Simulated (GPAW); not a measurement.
# CsPbCl3 (Pm-3m) in GPAW: settings compared, part 3 of 3

GPAW 26.7.0. Earlier steps stand in the parts before.

**5. Band structure, PBEsol**

File run.py:

```python
from ase import Atoms
from ase.dft.bandgap import bandgap
from ase.io import write
from ase.units import GPa
from gpaw import GPAW, PW, setup_paths

setup_paths.insert(0, '.')

atoms = Atoms(['Pb', 'Cs', 'Cl', 'Cl', 'Cl'],
              cell=[[5.605, 0.0, 0.0],
                    [0.0, 5.605, 0.0],
                    [0.0, 0.0, 5.605]],
              scaled_positions=[[0.5, 0.5, 0.5],
                                [0.0, 0.0, 0.0],
                                [0.5, 0.0, 0.5],
                                [0.0, 0.5, 0.5],
                                [0.5, 0.5, 0.0]],
              pbc=True)

calc = GPAW(mode=PW(600),
            xc='PBEsol',
            kpts={'size': (5, 5, 5), 'gamma': True},
            occupations={'name': 'fermi-dirac', 'width': 0.05},
            nbands=37,
            convergence={'density': 1e-05, 'energy': 1e-05},
            maxiter=150,
            txt='gpaw.txt')
atoms.calc = calc
energy = atoms.get_potential_energy()
forces = atoms.get_forces()
stress = atoms.get_stress()
calc.write('gs.gpw')
write('result.traj', atoms)
print(f'Energy: {energy:.6f} eV')
print('Forces (eV/A):')
print(forces.round(4))
print('Stress (GPa):', (stress / GPa).round(3))
print('Fermi level:', round(calc.get_fermi_level(), 4), 'eV')
print(f'Gap: {bandgap(calc)[0]:.4f} eV, direct: {bandgap(calc, direct=True)[0]:.4f} eV')

path = atoms.cell.bandpath('GXMGRX,MR', npoints=100, eps=1e-4)
bs_calc = calc.fixed_density(kpts=path, symmetry='off', nbands=65,
                             convergence={'bands': 'CBM+6.0', 'eigenstates': 1e-6}, txt='bands.txt')
bs = bs_calc.band_structure()
bs.write('bs.json')
print(f'Gap on the path: {bandgap(bs_calc)[0]:.4f} eV')
```

Potentials or basis: PAW data sets generated in the run's folder for this functional, pw.

Command:

```bash
gpaw-setup -f PBEsol Cl Cs Pb
OMP_NUM_THREADS=1 python run.py
```

gpaw.txt:

```text
__  _  _
 | _ |_)|_||  |
 |__||  | ||/\| - 26.7.0

Input parameters:
  mode=PW(ecut=600.0),
  convergence={'density': 1e-05, 'energy': 1e-05},
  kpts=MonkhorstPack(size=(5, 5, 5), gamma=True),
  maxiter=150,
  nbands=37,
  occupations=Occupations(name='fermi-dirac', width=0.05),
  xc=XC(name='PBEsol')

Diagonalizing LCAO Hamiltonian
Converting LCAO to pw mode
    .-------------.
   /|             |
  / |             |
 *  |             |
 |  |             |
 | Cl    Pb       |
 |  |   Cl        |
 |  .-------------.
 | /     Cl      /
 |/             /
 Cs------------*

Atoms  # Å, Bohr magnetons
|   | symbol |        x |        y |        z |    initial magnetic moments |
|---|--------|----------|----------|----------|-----------------------------|
| 0 |     Pb | 2.802500 | 2.802500 | 2.802500 | ( 0.0000,  0.0000,  0.0000) |
| 1 |     Cs | 0.000000 | 0.000000 | 0.000000 | ( 0.0000,  0.0000,  0.0000) |
| 2 |     Cl | 2.802500 | 0.000000 | 2.802500 | ( 0.0000,  0.0000,  0.0000) |
| 3 |     Cl | 0.000000 | 2.802500 | 2.802500 | ( 0.0000,  0.0000,  0.0000) |
| 4 |     Cl | 2.802500 | 2.802500 | 0.000000 | ( 0.0000,  0.0000,  0.0000) |

Unit cell  # Å
| periodic |        x |        y |        z |  lengths |    angles |
|----------|----------|----------|----------|----------|-----------|
|      yes | 5.605000 | 0.000000 | 0.000000 | 5.605000 | 90.000000 |
|      yes | 0.000000 | 5.605000 | 0.000000 | 5.605000 | 90.000000 |
|      yes | 0.000000 | 0.000000 | 5.605000 | 5.605000 | 90.000000 |

Number of symmetries: 48
Symmetry operations  # r_c * U_cc + t_c -> r_c
|    | kind |            matrix            |
|----|------|------------------------------|
|  0 |  E   |  1, 0, 0,  0, 1, 0,  0, 0, 1 |
|  1 |  σ   |  1, 0, 0,  0, 1, 0,  0, 0,-1 |
|  2 |  σ   |  1, 0, 0,  0, 0, 1,  0, 1, 0 |
|  3 |  C4  |  1, 0, 0,  0, 0, 1,  0,-1, 0 |
|  4 |  C4  |  1, 0, 0,  0, 0,-1,  0, 1, 0 |
|  5 |  σ   |  1, 0, 0,  0, 0,-1,  0,-1, 0 |
|  6 |  σ   |  1, 0, 0,  0,-1, 0,  0, 0, 1 |
|  7 |  C2  |  1, 0, 0,  0,-1, 0,  0, 0,-1 |
|  8 |  σ   |  0, 1, 0,  1, 0, 0,  0, 0, 1 |
|  9 |  C2  |  0, 1, 0,  1, 0, 0,  0, 0,-1 |
| 10 |  C3  |  0, 1, 0,  0, 0, 1,  1, 0, 0 |
| 11 |  S6  |  0, 1, 0,  0, 0, 1, -1, 0, 0 |
| 12 |  S6  |  0, 1, 0,  0, 0,-1,  1, 0, 0 |
| 13 |  C3  |  0, 1, 0,  0, 0,-1, -1, 0, 0 |
| 14 |  C4  |  0, 1, 0, -1, 0, 0,  0, 0, 1 |
| 15 |  S4  |  0, 1, 0, -1, 0, 0,  0, 0,-1 |
| 16 |  C3  |  0, 0, 1,  1, 0, 0,  0, 1, 0 |
| 17 |  S6  |  0, 0, 1,  1, 0, 0,  0,-1, 0 |
| 18 |  σ   |  0, 0, 1,  0, 1, 0,  1, 0, 0 |
| 19 |  C4  |  0, 0, 1,  0, 1, 0, -1, 0, 0 |
| 20 |  C2  |  0, 0, 1,  0,-1, 0,  1, 0, 0 |
| 21 |  S4  |  0, 0, 1,  0,-1, 0, -1, 0, 0 |
| 22 |  S6  |  0, 0, 1, -1, 0, 0,  0, 1, 0 |
| 23 |  C3  |  0, 0, 1, -1, 0, 0,  0,-1, 0 |
| 24 |  S6  |  0, 0,-1,  1, 0, 0,  0, 1, 0 |
| 25 |  C3  |  0, 0,-1,  1, 0, 0,  0,-1, 0 |
| 26 |  C4  |  0, 0,-1,  0, 1, 0,  1, 0, 0 |
| 27 |  σ   |  0, 0,-1,  0, 1, 0, -1, 0, 0 |
| 28 |  S4  |  0, 0,-1,  0,-1, 0,  1, 0, 0 |
| 29 |  C2  |  0, 0,-1,  0,-1, 0, -1, 0, 0 |
| 30 |  C3  |  0, 0,-1, -1, 0, 0,  0, 1, 0 |
| 31 |  S6  |  0, 0,-1, -1, 0, 0,  0,-1, 0 |
| 32 |  C4  |  0,-1, 0,  1, 0, 0,  0, 0, 1 |
| 33 |  S4  |  0,-1, 0,  1, 0, 0,  0, 0,-1 |
| 34 |  S6  |  0,-1, 0,  0, 0, 1,  1, 0, 0 |
| 35 |  C3  |  0,-1, 0,  0, 0, 1, -1, 0, 0 |
| 36 |  C3  |  0,-1, 0,  0, 0,-1,  1, 0, 0 |
| 37 |  S6  |  0,-1, 0,  0, 0,-1, -1, 0, 0 |
| 38 |  σ   |  0,-1, 0, -1, 0, 0,  0, 0, 1 |
| 39 |  C2  |  0,-1, 0, -1, 0, 0,  0, 0,-1 |
| 40 |  σ   | -1, 0, 0,  0, 1, 0,  0, 0, 1 |
| 41 |  C2  | -1, 0, 0,  0, 1, 0,  0, 0,-1 |
| 42 |  C2  | -1, 0, 0,  0, 0, 1,  0, 1, 0 |
| 43 |  S4  | -1, 0, 0,  0, 0, 1,  0,-1, 0 |
| 44 |  S4  | -1, 0, 0,  0, 0,-1,  0, 1, 0 |
| 45 |  C2  | -1, 0, 0,  0, 0,-1,  0,-1, 0 |
| 46 |  C2  | -1, 0, 0,  0,-1, 0,  0, 0, 1 |
| 47 |  i   | -1, 0, 0,  0,-1, 0,  0, 0,-1 |

BZ-sampling:
  Number of BZ points: 125
  Number of IBZ points: 10

  Monkhorst-Pack size: [5, 5, 5]
  Monkhorst-Pack shift: [0, 0, 0]

K-points  # in reciprocal-cell coordinates
|   |                                coordinates |     weight |
|---|--------------------------------------------|------------|
| 0 | (  0.00000000,   0.00000000,   0.00000000) | 0.00800000 |
| 1 | (  0.20000000,   0.00000000,   0.00000000) | 0.04800000 |
| 2 | (  0.20000000,   0.20000000,   0.00000000) | 0.09600000 |
| 3 | (  0.20000000,   0.20000000,   0.20000000) | 0.06400000 |
| 4 | (  0.40000000,   0.00000000,   0.00000000) | 0.04800000 |
| 5 | (  0.40000000,   0.20000000,   0.00000000) | 0.19200000 |
| 6 | (  0.40000000,   0.20000000,   0.20000000) | 0.19200000 |
| 7 | (  0.40000000,   0.40000000,   0.00000000) | 0.09600000 |
| 8 | (  0.40000000,   0.40000000,   0.20000000) | 0.19200000 |
| 9 | (  0.40000000,   0.40000000,   0.40000000) | 0.06400000 |

Plane wave coefficients: 5896
Cutoff: 600.0 eV

Spin-components: 1 (collinear spins)
Bands:           37
Projectors:      26
Spin-degeneracy: 2
Datatype:        complex128

Parallelization:
  kpt:    1
  domain: 1
  band:   1

Density:
  Valence electrons: 44.0
  Components: 1
  Grid points: [32 32 32]
  Charge: 0.0  # |e|

Potential:
  Grid points: [32 32 32]

species:
  Pb:
    name:    Lead
    Z:       82.0
    valence: 14
    core:    68
    charge:  0.0  # [|e|]
    compensation charges:
      type: gauss
      rc: 0.38  # [Å]
      lmax: 2
    cutoffs:
      filter: 2.36  # [Å]
      core: 2.43  # [Å]
    projectors
    | kind |    occ | energy [eV] | rcut [Å] |
    |------|--------|-------------|----------|
    |   6s |  2.000 |     -12.024 |    1.259 |
    |   6p |  2.000 |      -3.525 |    1.275 |
    |   5d | 10.000 |     -21.194 |    1.217 |
    |    s |        |      15.187 |    1.259 |
    |    p |        |      23.686 |    1.275 |
    |    d |        |       6.017 |    1.217 |

    Using partial waves for Pb as LCAO basis

  Cs:
    name:    Caesium
    Z:       55.0
    valence: 9
    core:    46
    charge:  0.0  # [|e|]
    compensation charges:
      type: gauss
      rc: 0.33  # [Å]
      lmax: 2
    cutoffs:
      filter: 2.06  # [Å]
      core: 2.51  # [Å]
    projectors
    | kind |    occ | energy [eV] | rcut [Å] |
    |------|--------|-------------|----------|
    |   5s |  2.000 |     -26.762 |    1.164 |
    |   6s |  1.000 |      -2.083 |    1.164 |
    |   5p |  6.000 |     -13.550 |    1.058 |
    |    p |        |      13.661 |    1.058 |
    |    d |        |       0.000 |    1.058 |

    Using partial waves for Cs as LCAO basis

  Cl:
    name:    Chlorine
    Z:       17.0
    valence: 7
    core:    10
    charge:  0.0  # [|e|]
    compensation charges:
      type: gauss
      rc: 0.25  # [Å]
      lmax: 2
    cutoffs:
      filter: 1.40  # [Å]
      core: 1.49  # [Å]
    projectors
    | kind |    occ | energy [eV] | rcut [Å] |
    |------|--------|-------------|----------|
    |   3s |  2.000 |     -20.615 |    0.794 |
    |   3p |  5.000 |      -8.561 |    0.794 |
    |    s |        |       6.597 |    0.794 |
    |    p |        |      18.651 |    0.794 |
    |    d |        |       0.000 |    0.794 |

    Using partial waves for Cl as LCAO basis

Reference energy: -816446.376281  # eV

eigensolver:
[... 26 lines left out ...]
convergence criteria:
- Maximum integral of absolute [dens]ity change: 1e-05 electrons / valence electron
- Maximum [total energy] change in last 3 cyles: 1e-05 eV / valence electron
- Maximum integral of absolute [eigenst]ate change: 4e-08 eV^2 / valence electron
maximum number of iterations: 150

SCF iterations
|iter     | |      energy | eigst |  dens |
|---------|-|-------------|-------|-------|
|iter:   1| |  -19.141149 | -0.05 |       |
|iter:   2| |  -19.051386 | -1.72 | -1.27 |
|iter:   3| |  -18.540232 | -1.83 | -1.32 |
|iter:   4| |  -18.524240 | -3.07 | -1.78 |
|iter:   5| |  -18.526457 | -4.12 | -2.24 |
|iter:   6| |  -18.526720 | -4.96 | -2.92 |
|iter:   7| |  -18.526739c| -6.20 | -3.54 |
|iter:   8| |  -18.526743c| -7.11 | -3.98 |
|iter:   9| |  -18.526743c| -7.47c| -4.84 |
|iter:  10| |  -18.526743c| -8.05c| -5.51c|

Converged in 10 steps
Energy contributions relative to reference atoms: (reference = -816446.376281)

Energy contributions:
  Kinetic:          26.251819
  Coulomb:         -27.303827
  Zero:             -0.012407
  External:          0.000000
  Xc:              -17.462328
  Entropy:          -0.000000
  Spinorbit:         0.000000
  ----------------------------
  Free energy:     -18.526743
  Extrapolated:    -18.526743

dipole moment: (-52.530262, -52.530262, -52.530262)  # |e|*Ang

Fermi level: 4.038
Eigenvalues  # (at kpt = [0.000, 0.000, 0.000])
| band index |      eig [eV] | occ [0-2] |
|------------|---------------|-----------|
|          0 |       -18.374 |     2.000 |
|        ... |               |           |
|         14 |        -1.776 |     2.000 |
|         15 |        -1.776 |     2.000 |
|         16 |         0.311 |     2.000 |
|         17 |         0.311 |     2.000 |
|         18 |         0.311 |     2.000 |
|         19 |         0.418 |     2.000 |
[... 8 lines left out ...]
|         28 |         9.033 |     0.000 |
|         29 |         9.033 |     0.000 |
|        ... |               |           |
|         36 |        13.505 |     0.000 |

Gap: 2.806 eV
Transition (v -> c):
  (s=0, k=9, n=21, [0.40, 0.40, 0.40]) -> (s=0, k=9, n=22, [0.40, 0.40, 0.40])
No difference between direct/indirect transitions

Forces  # eV/Ang
|        x |        y |       z |
|----------|----------|---------|
|  0.00000 | -0.00000 | 0.00000 |  # Pb   0
|  0.00000 | -0.00000 | 0.00000 |  # Cs   1
|  0.00000 | -0.00000 | 0.00000 |  # Cl   2
| -0.00000 | -0.00000 | 0.00000 |  # Cl   3
|  0.00000 |  0.00000 | 0.00000 |  # Cl   4

Stress tensor  # eV/Ang^3
|         x |         y |         z |
|-----------|-----------|-----------|
| -0.000100 | -0.000000 |  0.000000 |
| -0.000000 | -0.000100 |  0.000000 |
|  0.000000 |  0.000000 | -0.000100 |

# Writing to gs.gpw (mode='')
```

Wall time 7.5 min (1 thread of Arm Neoverse V1, shared host); peak memory 1.1 GiB.

Results:

| Property | Result |
| --- | --- |
| Free energy | -18.5267 eV |
| Pressure | 0.0 GPa |
| Band gap along the path | 1.74 eV, direct |

Levels at the corners of the path, in eV from the valence-band top:
| point | band 18 | band 19 | band 20 | band 21 | band 22 | band 23 | band 24 | band 25 | band 26 | band 27 |
| --- | --- | --- | --- | --- | --- | --- | --- | --- | --- | --- |
| Γ | -2.68 | -2.68 | -2.58 | -2.58 | -2.58 | 3.17 | 4.16 | 4.16 | 5.05 | 5.05 |
| X | -2.78 | -2.78 | -2.69 | -2.69 | -1.72 | 2.86 | 4.55 | 5.09 | 5.18 | 5.18 |
| M | -2.87 | -2.87 | -2.81 | -2.26 | -0.83 | 2.34 | 2.34 | 4.77 | 5.27 | 5.64 |
| Γ | -2.68 | -2.68 | -2.58 | -2.58 | -2.58 | 3.17 | 4.16 | 4.16 | 5.05 | 5.05 |
| R | -2.80 | -2.25 | -2.25 | -2.25 | 0.00 | 1.74 | 1.74 | 1.74 | 4.94 | 5.45 |
| X | -2.78 | -2.78 | -2.69 | -2.69 | -1.72 | 2.86 | 4.55 | 5.09 | 5.18 | 5.18 |
| M | -2.87 | -2.87 | -2.81 | -2.26 | -0.83 | 2.34 | 2.34 | 4.77 | 5.27 | 5.64 |
| R | -2.80 | -2.25 | -2.25 | -2.25 | 0.00 | 1.74 | 1.74 | 1.74 | 4.94 | 5.45 |

Caveat: spin-orbit coupling is left out, which moves the levels of the heavy elements.

**6. Band structure, PBEsol, spin-orbit coupling, no magnetisation**

Edit run.py of step 5 so:

```diff
@@ -1 +1,2 @@
+import numpy as np
 from ase import Atoms
@@ -5,2 +6,3 @@
 from gpaw import GPAW, PW, setup_paths
+from gpaw.spinorbit import soc_eigenstates
 
@@ -46 +48,7 @@
 print(f'Gap on the path: {bandgap(bs_calc)[0]:.4f} eV')
+
+soc = soc_eigenstates(bs_calc, theta=0, phi=0)
+np.savetxt('soc_bands.dat', soc.eigenvalues(), fmt='%.4f')
+mesh = soc_eigenstates('gs.gpw', theta=0, phi=0)
+np.savetxt('soc_mesh.dat', mesh.eigenvalues(), fmt='%.4f')
+print('Fermi level with spin-orbit coupling:', round(mesh.fermi_level, 4), 'eV')
```

Potentials or basis: PAW data sets generated in the run's folder for this functional, pw.

Command:

```bash
gpaw-setup -f PBEsol Cl Cs Pb
OMP_NUM_THREADS=1 python run.py
```

Run time: 7.5 min. Hardware: 1 thread of Arm Neoverse V1, shared host; peak memory 1.1 GiB.

The run converged. Its results:

```yaml
Free_energy: -18.5267 eV
Pressure: 0.0 GPa
Band_gap_along_the_path: 0.26 eV, direct
```

Levels at the corners of the path, in eV from the valence-band top:
| point | band 40 | band 41 | band 42 | band 43 | band 44 | band 45 | band 46 | band 47 | band 48 | band 49 |
| --- | --- | --- | --- | --- | --- | --- | --- | --- | --- | --- |
| Γ | -2.64 | -2.52 | -2.52 | -2.52 | -2.52 | 3.17 | 3.17 | 4.16 | 4.16 | 4.16 |
| X | -2.72 | -2.66 | -2.66 | -1.72 | -1.72 | 2.38 | 2.38 | 4.45 | 4.45 | 5.09 |
| M | -2.80 | -2.26 | -2.26 | -0.83 | -0.83 | 1.32 | 1.32 | 3.04 | 3.04 | 4.94 |
| Γ | -2.64 | -2.52 | -2.52 | -2.52 | -2.52 | 3.17 | 3.17 | 4.16 | 4.16 | 4.16 |
| R | -2.22 | -2.22 | -2.22 | 0.00 | 0.00 | 0.26 | 0.27 | 2.33 | 2.33 | 2.33 |
| X | -2.72 | -2.66 | -2.66 | -1.72 | -1.72 | 2.38 | 2.38 | 4.45 | 4.45 | 5.09 |
| M | -2.80 | -2.26 | -2.26 | -0.83 | -0.83 | 1.32 | 1.32 | 3.04 | 3.04 | 4.94 |
| R | -2.22 | -2.22 | -2.22 | 0.00 | 0.00 | 0.26 | 0.27 | 2.33 | 2.33 | 2.33 |

Caveat: spin-orbit coupling was added after a scalar SCF, so levels and gaps hold it while energy, forces, pressure and moments don't; this program's spin-orbit splittings come out too wide for heavy elements.

**7. The reference run**

An earlier run on the cell as given: functional PBEsol; potentials or basis PAW data sets generated in the run's folder for this functional; cutoff 600 eV; basis pw; k mesh 5 × 5 × 5; occupations fermi-dirac, width 0.05 eV; no spin polarisation.

* Pressure: 0.0 GPa
* Band gap on the k mesh: 2.81 eV, direct

**8. Summary**

```tsv
task	level	potentials or basis	spin	k mesh	cutoff (eV)	smearing	response ecut	response k mesh	response bands	kernels	coarser k mesh	gap on the mesh (eV)	pressure (GPa)
dielectric tensor	LDA	the program's PAW data sets (release 1.2.1) made for this functional, pw	off	4 × 4 × 4	450	fermi-dirac 0.001 eV	80 eV	11 × 11 × 11	62	["RPA", "Bootstrap", "LR0.3"]	8 × 8 × 8	1.68	-
band structure	PBEsol	PAW data sets generated in the run's folder for this functional, pw	off	5 × 5 × 5	600	fermi-dirac 0.05 eV	-	-	-	-	-	-	0.0
equation of state	PBE	GPAW PAW data sets (gpaw-data 1.2.1), pw	off	5 × 5 × 5	600	fermi-dirac 0.05 eV	-	-	-	-	-	-	-
band structure	PBEsol	PAW data sets generated in the run's folder for this functional, pw	SOC, no magnetisation	5 × 5 × 5	600	fermi-dirac 0.05 eV	-	-	-	-	-	-	0.0
single point	PBEsol	PAW data sets generated in the run's folder for this functional, pw	off	5 × 5 × 5	600	fermi-dirac 0.05 eV	-	-	-	-	-	2.81	0.0
```

Alike in all rows: cell as given.

Caveats: spin-orbit coupling is left out, which as a rule narrows the gap of such compounds by several tenths of an eV (some runs); an odd mesh through Γ misses points on the zone boundary, where band edges often lie (some runs); the long-wavelength limit can be off by a per cent or two (some runs); spin-orbit coupling is left out, which moves the levels of the heavy elements (some runs); spin-orbit coupling was added after a scalar SCF, so levels and gaps hold it while energy, forces, pressure and moments don't (some runs); this program's spin-orbit splittings come out too wide for heavy elements (some runs).

Total energies depend on the potentials used, so only differences within one code and one set of settings carry meaning.
